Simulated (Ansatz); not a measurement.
Trial inputs on CuO

All trials start from this Ansatz input:

```yaml
crystal:
  lattice:
    - [0.0, 2.11656, 2.11656]
    - [2.11656, 0.0, 2.11656]
    - [2.11656, 2.11656, 0.0]
  atoms:
    - { symbol: Cu, position: [0.0, 0.0, 0.0], spin: 1.0 }
    - { symbol: O, position: [0.5, 0.5, 0.5] }
basis:
  ecutwfc: 420
kpoints:
  mp_grid: { grid: [6, 6, 6] }
hamiltonian:
  xc: pbe
scf:
  occupations: { method: gaussian, width: 0.1 }
  lower_state_search: "off"
output:
  forces: true
  stress: true
  eigenvalues: true
  populations: true
magnetization:
  spin_polarized: true
```

Command:

```bash
ansatz run input.yaml --threads 1 --pin off --max-ram 1331MiB --backend cpu --events-out ev --progress --plain --runs-dir out
```

The run converges in 16 SCF iterations on 16 irreducible k-points: pressure 2.26 GPa, no gap, cell moment 0.66 μB.

Settings here are deliberately varied, not converged. Each trial's input is given as a difference from the reference's; energies are extrapolated to zero smearing where there is one, and pressure is positive in compression. Charged cells sit in a uniform background, and their pressures hang on that convention.

Question: Trial 1 (volume scaled):

```diff
 crystal:
   lattice:
-    - [0.0, 2.11656, 2.11656]
-    - [2.11656, 0.0, 2.11656]
-    - [2.11656, 2.11656, 0.0]
+    - [0.0, 2.2174978007, 2.2174978007]
+    - [2.2174978007, 0.0, 2.2174978007]
+    - [2.2174978007, 2.2174978007, 0.0]
   atoms:
-    - { symbol: Cu, position: [0.0, 0.0, 0.0], spin: 1.0 }
-    - { symbol: O, position: [0.5, 0.5, 0.5] }
+    - { symbol: Cu, position: [0.0, 0.0, 0.0], spin: 0.46 }
+    - { symbol: O, position: [0.5, 0.5, 0.5], spin: 0.25 }
 scf:
+  max_iter: 30
+  convergence: { dr2_threshold: "1e-11 eV" }
```

What does the program give?

Answer: The run converges in 21 SCF iterations on 16 irreducible k-points: energy 74.3 meV per atom above the reference, pressure -16.49 GPa, no gap, cell moment 0.68 μB.

Question: Trial 2:

```diff
 crystal:
   atoms:
-    - { symbol: Cu, position: [0.0, 0.0, 0.0], spin: 1.0 }
-    - { symbol: O, position: [0.5, 0.5, 0.5] }
+    - { symbol: Cu, position: [0.0, 0.0, 0.0], spin: 0.46 }
+    - { symbol: O, position: [0.5, 0.5, 0.5], spin: 0.25 }
+total_charge: -2
 basis:
-  ecutwfc: 420
+  ecutwfc: "8 Ha"
 kpoints:
-  mp_grid: { grid: [6, 6, 6] }
+  mp_grid: { kspacing: 0.71 }
 hamiltonian:
-  xc: pbe
+  xc: r2scan
+  hubbard:
+    sites: [{ species: Cu, l: d, u_eff: 3.3 }]
+    projectors: ortho-atomic
 scf:
-  occupations: { method: gaussian, width: 0.1 }
+  occupations: { method: methfessel_paxton, width: 0.15 }
```

How does this run end?

Answer: The run converges in 19 SCF iterations on 8 irreducible k-points: pressure 62.46 GPa (with the neutralising background of the charged cell) (unreliable at so low a cutoff), no gap, cell moment 0.32 μB. It warns that the cutoff lies under the recommended one, 500 eV for these potentials; that the count of filled bands differs between k-points; that the state wasn't tested for a lower one. Under a U the state reached may not be the lowest.

Question: Trial 3:

```diff
 crystal:
   atoms:
-    - { symbol: Cu, position: [0.0, 0.0, 0.0], spin: 1.0 }
-    - { symbol: O, position: [0.5, 0.5, 0.5] }
+    - { symbol: Cu, position: [0.0, 0.0, 0.0], spin: 0.46 }
+    - { symbol: O, position: [0.5, 0.5, 0.5], spin: 0.25 }
 basis:
-  ecutwfc: 420
+  ecutwfc: "19 Ry"
 hamiltonian:
+  pseudopotentials: { kind: nc }
```

What happens?

Answer: The run converges in 17 SCF iterations on 16 irreducible k-points: pressure -40.27 GPa (unreliable at so low a cutoff), no gap, cell moment 0.00 μB. It warns that the cutoff lies under the recommended one, 1252 eV for these potentials; that the starting moments were lost.

Question: Trial 4:

```diff
 crystal:
   atoms:
-    - { symbol: Cu, position: [0.0, 0.0, 0.0], spin: 1.0 }
+    - { symbol: Cu, position: [0.0, 0.0, 0.0], spin: 5.0 }
+total_charge: 0.1
 kpoints:
-  mp_grid: { grid: [6, 6, 6] }
+  mp_grid: { grid: [2, 2, 2], shift: [0.25, 0.25, 0.25] }
 scf:
+  eigensolver: { kind: davidson, full_accuracy: true }
+  max_iter: 100
```

What happens?

Answer: The run converges in 17 SCF iterations on 4 irreducible k-points: pressure 2.49 GPa (with the neutralising background of the charged cell), no gap, cell moment 0.90 μB. It warns that the mesh lowers the symmetry.

Question: Trial 5:

```diff
 crystal:
   atoms:
-    - { symbol: Cu, position: [0.0, 0.0, 0.0], spin: 1.0 }
-    - { symbol: O, position: [0.5, 0.5, 0.5] }
+    - { symbol: Cu, position: [0.0, 0.0, 0.0], spin: 0.46 }
+    - { symbol: O, position: [0.5, 0.5, 0.5], spin: 0.25 }
+total_charge: 1
 basis:
+  precision: f64
 hamiltonian:
-  xc: pbe
+  xc: lda
```

What does the program give?

Answer: The run converges in 20 SCF iterations on 16 irreducible k-points: pressure -24.47 GPa (with the neutralising background of the charged cell), no gap, cell moment 0.00 μB. It warns that the starting moments were lost.